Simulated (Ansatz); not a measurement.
# Structure types of Zn compared at 280 GPa

Structure types of Zn are relaxed in primitive cells with their symmetry kept at 280 GPa, first on PAW files, then by LAPW. The enthalpy is E + pV at zero temperature, without zero-point motion. Only the types listed were tried, and differences under about 5 meV/atom are mesh noise.

All numbers are PBE results (scalar-relativistic) from Ansatz 0.2.0, with Fermi–Dirac smearing of 0.1 eV, no spin polarisation. Methods: LAPW: all electrons, basis error target 0.5 meV/atom; PAW: frozen-core files, cutoff 420 eV.

k meshes: fcc 21×21×21, bcc 22×22×22, hcp 20×20×11, omega 10×10×14, simple hexagonal 21×21×19, sc 19×19×19.

```
      start type                   ends as          a, b, c (Å)  V (Å³/atom)  H − H(lowest), LAPW (meV/atom)
             fcc                fcc, Fm-3m  3.119, 3.119, 3.119         7.58                            73.9
             bcc                bcc, Im-3m  2.478, 2.478, 2.478         7.60                           209.8
             hcp             hcp, P6_3/mmc  2.219, 2.219, 3.555         7.58                             0.0
           omega             omega, P6/mmm  3.530, 3.530, 2.129         7.66                               ?
simple hexagonal  simple hexagonal, P6/mmm  2.105, 2.105, 2.070         7.94                          1212.1
              sc                 sc, Pm-3m  2.015, 2.015, 2.015         8.19                               ?
```

Problem. Fill in "H − H(lowest), LAPW (meV/atom)" for the row "sc".

Solution. 2013.7.

Problem. Give the missing entry: row "omega", column "H − H(lowest), LAPW (meV/atom)".

Solution. 365.1.

Problem. Split the lead of hcp over fcc into energy and pV.

Solution. For fcc less hcp: ΔE = +65.9 meV/atom, and p·ΔV = 280 GPa × +0.0046 Å³ × 6.242 meV/(GPa·Å³) = +8.1 meV/atom, together 74.0 meV/atom. hcp wins on both counts.
